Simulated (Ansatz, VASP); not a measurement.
**Two plane-wave programs on SiW3**

```
Si W
1.0
     0.00000    3.12248    3.12248
     3.12248    0.00000    3.12248
     3.12248    3.12248    0.00000
Si W
1 3
Direct
  0.00000 0.00000 0.00000
  0.25000 0.25000 0.25000
  0.75000 0.75000 0.75000
  0.50000 0.50000 0.50000
```

Change from the starting cell: species swapped into the VW3 type (Fm-3m, No. 225).

Alike in both runs: functional PBE; k mesh 6 × 6 × 6; occupations gaussian, width 0.1 eV; no spin polarisation.

Ansatz relaxed the structure, and its values are those at the end. VASP's run is a single point on that final structure, the one shown.

```csv
,VASP,Ansatz
version,VASP 6.6.1,Ansatz 0.2.0
potentials or method,"VASP PAW PBE potentials, release 64 (Si, W_sv)","scalar-relativistic, plane waves, PAW"
plane-wave cutoff (eV),520,420
valence electrons in the cell,46,46
```

```csv
,VASP,Ansatz,Ansatz less VASP
gap on the k mesh at the Fermi level (eV),none,none,-
pressure (GPa),0.4,0.0,-0.41
```

A gap of «none» marks a metal or a gap that the smearing closes.

Spin-orbit coupling is left out, which matters for the levels of W.
